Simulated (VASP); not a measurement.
# C (Fd-3m) in VASP: a series of runs

One crystal, C, is run at these levels: PBE; tasks: band structure, Born charges and dielectric tensor.

Everything below comes from runs of VASP 6.6.1. Logs are shortened: lines on timing, memory, paths and dates and some standing lists are left out, and cuts for length are marked.

## 1. The crystal as given

It takes space group Fd-3m (No. 227, cubic). Conventional cell: a = 3.573 Å, b = 3.573 Å, c = 3.573 Å, α = 90.00°, β = 90.00°, γ = 90.00°. Around C (site symmetry -43m) lie 4 C at 1.55 Å.

This isn't the form of C at room conditions, which is graphite.

## 2. Band structure, PBE

The input, POSCAR:

```
C                                       
1.0
    0.0000000000      1.7867157877      1.7867157877
    1.7867157877      0.0000000000      1.7867157877
    1.7867157877      1.7867157877      0.0000000000
  C             
     2
Direct
     0.0000000000000000    0.0000000000000000    0.0000000000000000
     0.2500000000000000    0.2500000000000000    0.2500000000000000
```

The input, INCAR.step1:

```
SYSTEM = C
  PREC = Accurate
  ENCUT = 520
  EDIFF = 1E-7
  ISMEAR = 0
  SIGMA = 0.02
  LREAL = .False.
  LASPH = .True.
  NELM = 80
  ALGO = Normal
  ISIF = 2
  LWAVE = .False.
  LCHARG = .True.
  GGA = PE
```

The input, KPOINTS.step1:

```
Automatic mesh
0
Gamma
  10 10 10
  0 0 0
```

The input, INCAR.step2:

```
SYSTEM = C
  PREC = Accurate
  ENCUT = 520
  EDIFF = 1E-7
  ISMEAR = 0
  SIGMA = 0.05
  LREAL = .False.
  LASPH = .True.
  NELM = 80
  ALGO = Normal
  ISIF = 2
  LWAVE = .False.
  LCHARG = .False.
  GGA = PE
  ICHARG = 11
```

The input, KPOINTS.step2:

```
path GXWKGLUWLK,UX
20
line-mode
reciprocal
 0.0000000000  0.0000000000  0.0000000000  G
 0.5000000000  0.0000000000  0.5000000000  X

 0.5000000000  0.0000000000  0.5000000000  X
 0.5000000000  0.2500000000  0.7500000000  W

 0.5000000000  0.2500000000  0.7500000000  W
 0.3750000000  0.3750000000  0.7500000000  K

 0.3750000000  0.3750000000  0.7500000000  K
 0.0000000000  0.0000000000  0.0000000000  G

 0.0000000000  0.0000000000  0.0000000000  G
 0.5000000000  0.5000000000  0.5000000000  L

 0.5000000000  0.5000000000  0.5000000000  L
 0.6250000000  0.2500000000  0.6250000000  U

 0.6250000000  0.2500000000  0.6250000000  U
 0.5000000000  0.2500000000  0.7500000000  W

 0.5000000000  0.2500000000  0.7500000000  W
 0.5000000000  0.5000000000  0.5000000000  L

 0.5000000000  0.5000000000  0.5000000000  L
 0.3750000000  0.3750000000  0.7500000000  K

 0.6250000000  0.2500000000  0.6250000000  U
 0.5000000000  0.0000000000  0.5000000000  X
```

Potentials or basis: VASP PAW PBE potentials, release 64 (C).

Run with:

```console
cat potpaw_PBE.64/C/POTCAR > POTCAR
cp INCAR.step1 INCAR
cp KPOINTS.step1 KPOINTS
mpirun -np 1 vasp_std > vasp.out
cp INCAR.step2 INCAR
cp KPOINTS.step2 KPOINTS
mpirun -np 1 vasp_std > vasp.out
```

OUTCAR:

```text
SYSTEM = C
   PREC = Accurate
   ENCUT = 520
   EDIFF = 1E-7
   ISMEAR = 0
   LREAL = .False.
   LASPH = .True.
   NELM = 80
   ISIF = 2
   GGA = PE
   ICHARG = 11

 ion  position               nearest neighbor table
   1  0.000  0.000  0.000-   2 1.55   2 1.55   2 1.55   2 1.55
   2  0.250  0.250  0.250-   1 1.55   1 1.55   1 1.55   1 1.55

  LATTYP: Found a face centered cubic cell.
 ALAT       =     3.5734315754

  Lattice vectors:

 A1 = (   0.0000000000,   1.7867157877,   1.7867157877)
 A2 = (   1.7867157877,   0.0000000000,   1.7867157877)
 A3 = (   1.7867157877,   1.7867157877,   0.0000000000)

Analysis of symmetry for initial positions (statically):
=====================================================================
 Subroutine PRICEL returns:
 Original cell was already a primitive cell.

 Routine SETGRP: Setting up the symmetry group for a
 face centered cubic supercell.

 Subroutine GETGRP returns: Found 48 space group operations
 (whereof 24 operations were pure point group operations)
 out of a pool of 48 trial point group operations.

The static configuration has the point symmetry T_d .
 The point group associated with its full space group is O_h .

Analysis of symmetry for dynamics (positions and initial velocities):
=====================================================================
 Subroutine PRICEL returns:
 Original cell was already a primitive cell.

 Routine SETGRP: Setting up the symmetry group for a
 face centered cubic supercell.

 Subroutine GETGRP returns: Found 48 space group operations
 (whereof 24 operations were pure point group operations)
 out of a pool of 48 trial point group operations.

The dynamic configuration has the point symmetry T_d .
 The point group associated with its full space group is O_h .

 Subroutine INISYM returns: Found 48 space group operations
 (whereof 24 operations are pure point group operations),
 and found     1 'primitive' translations

----------------------------------------------------------------------------------------

                                     Primitive cell

  volume of cell :      11.4077

  direct lattice vectors                    reciprocal lattice vectors
     0.000000000  1.786715788  1.786715788    -0.279843053  0.279843053  0.279843053
     1.786715788  0.000000000  1.786715788     0.279843053 -0.279843053  0.279843053
     1.786715788  1.786715788  0.000000000     0.279843053  0.279843053 -0.279843053

  length of vectors
     2.526797699  2.526797699  2.526797699     0.484702385  0.484702385  0.484702385

  position of ions in fractional coordinates (direct lattice)
     0.000000000  0.000000000  0.000000000
     0.250000000  0.250000000  0.250000000

  ion indices of the primitive-cell ions
   primitive index   ion index
                 1           1
                 2           2

----------------------------------------------------------------------------------------

 KPOINTS: path GXWKGLUWLK,UX

Interpolating k-points between supplied coordinates.

 Line segments in fractional coordinates (reciprocal lattice):
    0.000000  0.000000  0.000000  ...  0.500000  0.000000  0.500000
    0.500000  0.000000  0.500000  ...  0.500000  0.250000  0.750000
    0.500000  0.250000  0.750000  ...  0.375000  0.375000  0.750000
    0.375000  0.375000  0.750000  ...  0.000000  0.000000  0.000000
    0.000000  0.000000  0.000000  ...  0.500000  0.500000  0.500000
    0.500000  0.500000  0.500000  ...  0.625000  0.250000  0.625000
    0.625000  0.250000  0.625000  ...  0.500000  0.250000  0.750000
    0.500000  0.250000  0.750000  ...  0.500000  0.500000  0.500000
    0.500000  0.500000  0.500000  ...  0.375000  0.375000  0.750000
    0.625000  0.250000  0.625000  ...  0.500000  0.000000  0.500000

 Generated    20 points on each line segment, for a total of    200 k-points:

 Following reciprocal coordinates:
            Coordinates               Weight
  0.000000  0.000000  0.000000      0.005000
  0.026316  0.000000  0.026316      0.005000
  0.052632  0.000000  0.052632      0.005000
  0.078947  0.000000  0.078947      0.005000
  0.105263  0.000000  0.105263      0.005000
  0.131579  0.000000  0.131579      0.005000
[... 16 lines left out ...]
  0.500000  0.026316  0.526316      0.005000
  0.500000  0.039474  0.539474      0.005000
 [... further k-points ...]
   k-points           NKPTS =    200   k-points in BZ     NKDIM =    200   number of bands    NBANDS=      8
   number of dos      NEDOS =    301   number of ions     NIONS =      2
   total plane-waves  NPLWV =   8000
   dimension x,y,z NGX =    20 NGY =   20 NGZ =   20
   dimension x,y,z NGXF=    40 NGYF=   40 NGZF=   40
   ions per type =               2
   NGX,Y,Z   is equivalent  to a cutoff of  13.16, 13.16, 13.16 a.u.
   NGXF,Y,Z  is equivalent  to a cutoff of  26.32, 26.32, 26.32 a.u.
 SYSTEM =  C
   PREC   = accura    normal or accurate (medium, high low for compatibility)
   ISTART =      0    job   : 0-new  1-cont  2-samecut
   ICHARG =     11    charge: 1-file 2-atom 10-const
   ISPIN  =      1    spin polarized calculation?
   LNONCOLLINEAR =      F non collinear calculations
   LSORBIT =      F    spin-orbit coupling
   LASPH  =      T    aspherical Exc in radial PAW
   ENCUT  =  520.0 eV  38.22 Ry    6.18 a.u.   4.70  4.70  4.70*2*pi/ulx,y,z
   NELM   =     80;   NELMIN=  2; NELMDL=  0     # of ELM steps
   EDIFF  = 0.1E-06   stopping-criterion for ELM
   LREAL  =      F    real-space projection
   EDIFFG = 0.1E-05   stopping-criterion for IOM
   NSW    =      0    number of steps for IOM
   IBRION =     -1    ionic relax: 0-MD 1-quasi-New 2-CG
   NFREE  =      0    steps in history (QN), initial steepest desc. (CG)
   ISIF   =      2    stress and relaxation
   ISYM   =      2    0-nonsym 1-usesym 2-fastsym
   POTIM  = 0.5000    time-step for ionic-motion
   TEBEG  =    0.0;   TEEND  =   0.0 temperature during run
   PSTRESS=    0.0 pullay stress
   NELECT =       8.0000    total number of electrons
   NUPDOWN=      -1.0000    fix difference up-down
   EMIN   =  10.00;   EMAX   =-10.00  energy-range for DOS
   EFERMI =   0.00;   METHOD = LEGACY
   ISMEAR =     0;   SIGMA  =   0.05  broadening in eV -4-tet -1-fermi 0-gaus
   EFERMI_NEDOS =   21; number of points for ismear=-14 and -15
   IALGO  =     38    algorithm
   IMIX   =      4    mixing-type and parameters
     AMIX     =   0.40;   BMIX     =  1.00
     AMIX_MAG =   1.60;   BMIX_MAG =  1.00
  volume/ion in A,a.u.               =       5.70        38.49
  Fermi-wavevector in a.u.,A,eV,Ry     =   1.454474  2.748558 28.783059  2.115495
  Thomas-Fermi vector in A             =   2.571621
   LORBIT       =      0    0 simple, 1 ext, 2 COOP (PROOUT), +10 PAW based schemes
   GGA     = PE    functional components
   LHFCALC =     F    Hartree Fock is set to
   AEXX    =    0.0000 exact exchange contribution
   IVDW    =     0    specifies the selected vdW correction
   LEPSILON=     F    determine dielectric tensor
   LRPA    =     F    only Hartree local field effects (RPA)
 non-spin polarized calculation
 Gauss-broadening in eV      SIGMA  =   0.05
  energy-cutoff  :      520.00
  volume of cell :       11.41
 maximum number of plane-waves:       331
 NGX is ok and might be reduce to    20

 number of electron       7.9999999 magnetization

 Free energy of the ion-electron system (eV)
  ---------------------------------------------------
  ext. energy  EPLUGINS =         0.00000000
  ---------------------------------------------------
  free energy    TOTEN  =       -18.78953967 eV

  energy without entropy =      -18.78953967  energy(sigma->0) =      -18.78953967

 E-fermi :   9.8609     XC(G=0): -13.2227

 val. band max:        9.6487793241   @ k =   0.0000   0.0000   0.0000
 cond. band min:      13.7657095524   @ k =   0.3684   0.0000   0.3684
 fundamental gap:      4.1169302283
 Fermi energy:         9.8609251226

 k-point     1 :       0.0000    0.0000    0.0000
  band No.  band energies     occupation
      1     -11.7530      2.00000
      2       9.6488      2.00000
      3       9.6488      2.00000
      4       9.6488      2.00000
      5      15.2233      0.00000
      6      15.2233      0.00000
      7      15.2233      0.00000
      8      22.8522      0.00000

 k-point     2 :       0.0263    0.0000    0.0263
  band No.  band energies     occupation
      1     -11.7275      2.00000
      2       9.5412      2.00000
      3       9.5412      2.00000
      4       9.5853      2.00000
      5      15.2027      0.00000
      6      15.3529      0.00000
      7      15.3529      0.00000
      8      22.8739      0.00000

 k-point     3 :       0.0526    0.0000    0.0526
  band No.  band energies     occupation
      1     -11.6510      2.00000
      2       9.2460      2.00000
      3       9.2460      2.00000
      4       9.3979      2.00000
      5      15.1423      0.00000
      6      15.7138      0.00000
      7      15.7138      0.00000
      8      22.9270      0.00000

 k-point     4 :       0.0789    0.0000    0.0789
  band No.  band energies     occupation
      1     -11.5237      2.00000
      2       8.8229      2.00000
      3       8.8229      2.00000
      4       9.0950      2.00000
      5      15.0465      0.00000
      6      16.2458      0.00000
      7      16.2458      0.00000
      8      22.9763      0.00000

 k-point     5 :       0.1053    0.0000    0.1053
  band No.  band energies     occupation
      1     -11.3456      2.00000
      2       8.3280      2.00000
      3       8.3280      2.00000
      4       8.6887      2.00000
      5      14.9218      0.00000
      6      16.8922      0.00000
      7      16.8922      0.00000
      8      22.9617      0.00000

 k-point     6 :       0.1316    0.0000    0.1316
  band No.  band energies     occupation
      1     -11.1172      2.00000
      2       7.8011      2.00000
      3       7.8011      2.00000
      4       8.1920      2.00000
      5      14.7759      0.00000
      6      17.6112      0.00000
      7      17.6112      0.00000
      8      22.8047      0.00000

 k-point     7 :       0.1579    0.0000    0.1579
  band No.  band energies     occupation
      1     -10.8386      2.00000
      2       7.2682      2.00000
      3       7.2682      2.00000
      4       7.6174      2.00000
      5      14.6173      0.00000
      6      18.3758      0.00000
      7      18.3758      0.00000
      8      22.4390      0.00000
[... 133 lines left out ...]
 k-point    20 :       0.5000    0.0000    0.5000
  band No.  band energies     occupation
      1      -3.0748      2.00000
      2      -3.0748      2.00000
      3       3.3849      2.00000
      4       3.3849      2.00000
      5      14.3957      0.00000
      6      14.3957      0.00000
      7      26.3724      0.00000
      8      26.3724      0.00000

 k-point    21 :       0.5000    0.0000    0.5000
  band No.  band energies     occupation
      1      -3.0748      2.00000
      2      -3.0748      2.00000
      3       3.3849      2.00000
      4       3.3849      2.00000
      5      14.3957      0.00000
      6      14.3957      0.00000
      7      26.3724      0.00000
      8      26.3724      0.00000

 k-point    22 :       0.5000    0.0132    0.5132
  band No.  band energies     occupation
      1      -3.0707      2.00000
      2      -3.0707      2.00000
      3       3.3705      2.00000
      4       3.3705      2.00000
      5      14.4223      0.00000
      6      14.4223      0.00000
      7      26.3602      0.00000
      8      26.3602      0.00000

 k-point    23 :       0.5000    0.0263    0.5263
  band No.  band energies     occupation
      1      -3.0585      2.00000
      2      -3.0585      2.00000
      3       3.3278      2.00000
      4       3.3278      2.00000
      5      14.5014      0.00000
      6      14.5014      0.00000
      7      26.3234      0.00000
      8      26.3234      0.00000

 k-point    24 :       0.5000    0.0395    0.5395
  band No.  band energies     occupation
      1      -3.0383      2.00000
      2      -3.0383      2.00000
      3       3.2583      2.00000
      4       3.2583      2.00000
      5      14.6315      0.00000
      6      14.6315      0.00000
      7      26.2608      0.00000
      8      26.2608      0.00000

 [... further k-points ...]

------------------------ aborting loop because EDIFF is reached ----------------------------------------

  FORCE on cell =-STRESS in cart. coord.  units (eV):
  Direction    XX          YY          ZZ          XY          YZ          ZX
  --------------------------------------------------------------------------------------
  -------------------------------------------------------------------------------------
  Total       -0.5441645     -0.5441645     -0.5441645      0.0000000     -0.0000000     -0.0000000
  in kB      -76.4265753    -76.4265753    -76.4265753      0.0000000     -0.0000000     -0.0000000
  external PRESSURE =     -76.4265753 kB  Pullay stress =       0.0000000 kB

 VOLUME and BASIS-vectors are now :
 -----------------------------------------------------------------------------
  energy-cutoff  :      520.00
  volume of cell :       11.41
      direct lattice vectors                 reciprocal lattice vectors
     0.000000000  1.786715788  1.786715788    -0.279843053  0.279843053  0.279843053
     1.786715788  0.000000000  1.786715788     0.279843053 -0.279843053  0.279843053
     1.786715788  1.786715788  0.000000000     0.279843053  0.279843053 -0.279843053

 POSITION                                       TOTAL-FORCE (eV/Angst)
 -----------------------------------------------------------------------------------
      0.00000      0.00000      0.00000        -0.000000      0.000000      0.000000
      0.89336      0.89336      0.89336         0.000000     -0.000000     -0.000000
 -----------------------------------------------------------------------------------
    total drift:                                0.000000      0.000000      0.000000

  FREE ENERGIE OF THE ION-ELECTRON SYSTEM (eV)
  ---------------------------------------------------
  free  energy   TOTEN  =       -18.7895396675 eV

  energy  without entropy=      -18.7895396675  energy(sigma->0) =      -18.78953967
```

It took 21 s on 1 thread of Intel Xeon Platinum 8375C at 2.90GHz (Ice Lake), shared host; peak memory 0.12 GiB.

Results:

| Property | Result |
| --- | --- |
| Band gap on the k mesh | 4.16 eV, indirect (least direct gap 5.57 eV) |
| Band gap along the path | 4.12 eV, indirect (least direct gap 5.57 eV) |

Levels at the corners of the path, in eV from the valence-band top:
```csv
point,band 2,band 3,band 4,band 5,band 6,band 7
Γ,0.00,0.00,0.00,5.57,5.57,5.57
X,-12.72,-6.26,-6.26,4.75,4.75,16.72
X,-12.72,-6.26,-6.26,4.75,4.75,16.72
W,-11.94,-8.27,-8.27,10.60,10.60,12.25
W,-11.94,-8.27,-8.27,10.60,10.60,12.25
K,-11.69,-9.26,-5.33,5.66,10.70,14.30
K,-11.69,-9.26,-5.33,5.66,10.70,14.30
Γ,0.00,0.00,0.00,5.57,5.57,5.57
Γ,0.00,0.00,0.00,5.57,5.57,5.57
L,-13.31,-2.79,-2.79,8.44,8.44,8.77
L,-13.31,-2.79,-2.79,8.44,8.44,8.77
U,-11.69,-9.26,-5.33,5.66,10.70,14.30
U,-11.69,-9.26,-5.33,5.66,10.70,14.30
W,-11.94,-8.27,-8.27,10.60,10.60,12.25
W,-11.94,-8.27,-8.27,10.60,10.60,12.25
L,-13.31,-2.79,-2.79,8.44,8.44,8.77
L,-13.31,-2.79,-2.79,8.44,8.44,8.77
K,-11.69,-9.26,-5.33,5.66,10.70,14.30
U,-11.69,-9.26,-5.33,5.66,10.70,14.30
X,-12.72,-6.26,-6.26,4.75,4.75,16.72
```

Caveat: the log is that of the step along the path at fixed density, whose energy, stress, charges and moments have no meaning.

(Part 1 of 2 ends here.)
